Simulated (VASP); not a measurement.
Al, 6 atoms in the cell. The cell holds a slab with vacuum, 6 atoms: a = 2.827 Å, b = 2.827 Å, c = 26.482 Å, α = 90.00°, β = 90.00°, γ = 120.00°. The slab is cut from a database's or a generator's crystal, which needn't be the stable form of the element.

| Quantity | Value |
| --- | --- |
| Program | VASP 6.6.1 |
| Task | relaxation of the atoms |
| Functional | RPBE |
| Dispersion | D3 |
| Potentials or basis | VASP PAW PBE potentials, release 64 (Al) |
| Cutoff | 520 eV |
| k mesh | 8 × 8 × 1 |
| Occupations | fermi-dirac, width 0.05 eV |
| Spin | no spin polarisation |
| Dipole correction | yes |
| Atoms held fixed (from 0) | [0, 1, 2] |
| Further INCAR settings | ALGO = Normal; EDIFF = 1e-07; IBRION = 2; EDIFFG = -0.01; NSW = 40 |

Potentials or basis: VASP PAW PBE potentials, release 64 (Al).

Command:

```sh
$ cat potpaw_PBE.64/Al/POTCAR > POTCAR
$ mpirun -np 1 vasp_std > vasp.out
```

Hardware: 1 thread of Intel(R) Xeon(R) Platinum 8259CL CPU @ 2.50GHz (Skylake/Cascade Lake) (shared host).

**Question.** How long does it take, and how much memory?

**Answer.** Wall time 5.5 min on 1 thread of Intel(R) Xeon(R) Platinum 8259CL CPU @ 2.50GHz (Skylake/Cascade Lake) (shared host), peak memory 0.33 GiB. Counts: scf iterations 164, k points 10, ion steps 12.
